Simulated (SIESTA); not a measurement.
**GaAs: band structure with PBEsol**

**Measured values to compare with.**

“Evidence of valence band perturbations in GaAsN/GaAs(001): A combined variable-angle spectroscopic ellipsometry and modulated photoreflectance investigation”, 2008, arxiv:0805.2212 reports, for a bulk crystal of GaAs at 300 K: band gap 1.418 ± 0.005 eV (direct).

GaAs:

```
As Ga
1.0
     0.00000    2.82685    2.82685
     2.82685    0.00000    2.82685
     2.82685    2.82685    0.00000
As Ga
1 1
Direct
  0.75000 0.75000 0.75000
  0.00000 0.00000 0.00000
```

```
Program             : SIESTA 5.4.2
Task                : band structure
Functional          : PBEsol
Potentials or basis : PseudoDojo 0.4 standard (PBEsol files)
Basis               : DZP (energy shift 0.003 Ry; two zetas on semicore shells)
Grid cutoff         : 800 Ry
Energy shift        : 0.003 Ry
k mesh              : 8 × 8 × 8
Occupations         : fermi-dirac, width 0.05 eV
Spin                : no spin polarisation
```

| Quantity | Value |
| --- | --- |
| Pressure | 0.9 GPa |
| Band gap on the k mesh | 0.59 eV, direct |
| Band gap along the path | 0.59 eV, direct |

Levels at the corners of the path, in eV from the valence-band top:
| point | band 11 | band 12 | band 13 | band 14 | band 15 | band 16 | band 17 | band 18 |
| --- | --- | --- | --- | --- | --- | --- | --- | --- |
| Γ | -12.75 | 0.00 | 0.00 | 0.00 | 0.59 | 3.86 | 3.86 | 3.86 |
| X | -10.26 | -6.87 | -2.73 | -2.73 | 1.48 | 1.77 | 10.49 | 10.49 |
| W | -10.20 | -6.68 | -3.59 | -3.41 | 4.78 | 4.85 | 5.52 | 6.23 |
| K | -10.29 | -6.68 | -3.92 | -2.29 | 2.01 | 4.78 | 8.22 | 8.30 |
| Γ | -12.75 | 0.00 | 0.00 | 0.00 | 0.59 | 3.86 | 3.86 | 3.86 |
| L | -11.00 | -6.71 | -1.15 | -1.15 | 1.00 | 4.78 | 4.78 | 8.52 |
| U | -10.29 | -6.68 | -3.92 | -2.29 | 2.01 | 4.78 | 8.22 | 8.30 |
| W | -10.20 | -6.68 | -3.59 | -3.41 | 4.78 | 4.85 | 5.52 | 6.23 |
| L | -11.00 | -6.71 | -1.15 | -1.15 | 1.00 | 4.78 | 4.78 | 8.52 |
| K | -10.29 | -6.68 | -3.92 | -2.29 | 2.01 | 4.78 | 8.22 | 8.30 |
| U | -10.29 | -6.68 | -3.92 | -2.29 | 2.01 | 4.78 | 8.22 | 8.30 |
| X | -10.26 | -6.87 | -2.73 | -2.73 | 1.48 | 1.77 | 10.49 | 10.49 |

It took 71 s on 1 thread of Arm Neoverse V2, on a shared host, peak memory 0.38 GiB.

Against the measured gap of GaAs, 1.418 eV (direct; 300 K; “Evidence of valence band perturbations in GaAsN/GaAs(001): A combined variable-angle spectroscopic ellipsometry and modulated photoreflectance investigation”, 2008, arxiv:0805.2212), the calculated 0.59 eV is off by -0.83 eV. 3 values of this kind are on record (1.412 to 1.51 eV); this one was drawn at random among those near their median, those with a stated uncertainty first. Spin-orbit coupling on As, Ga is left out. The value is that of PBEsol in an atomic basis (PseudoDojo 0.4 standard (PBEsol files), DZP (energy shift 0.003 Ry; two zetas on semicore shells)), whose error adds to the functional's,, without temperature or zero-point motion. Semilocal functionals fall short of measured gaps as a rule.

Caveat: the basis of atomic orbitals isn't converged, which shifts pressures, moduli and gaps.
